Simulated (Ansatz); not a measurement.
## Yb (omega (AlB2-type)): energy against volume

The calculation used DFT, PBE, plane waves (420 eV) with PAW, scalar-relativistic (Ansatz).

The cell is scaled uniformly from the relaxed one, with fractional coordinates and shape fixed. Energies are extrapolated to zero smearing, pressures are those at the given smearing. Magnetic state: spin not included.

A Birch-Murnaghan fit gives V₀ = 35.04 Å³/atom, B₀ = 18.2 GPa, B₀′ = 4.4.

(1) What are the energy above the minimum and the pressure at 31.090 Å³/atom?

(2) What are the energy above the minimum and the pressure at 33.916 Å³/atom?

(3) What are the energy above the minimum and the pressure at 38.156 Å³/atom?

Answers

(1) 31.4 meV/atom and 2.97 GPa as computed.

(2) 2.2 meV/atom and 0.81 GPa as computed.

(3) 13.5 meV/atom and -1.15 GPa as computed.
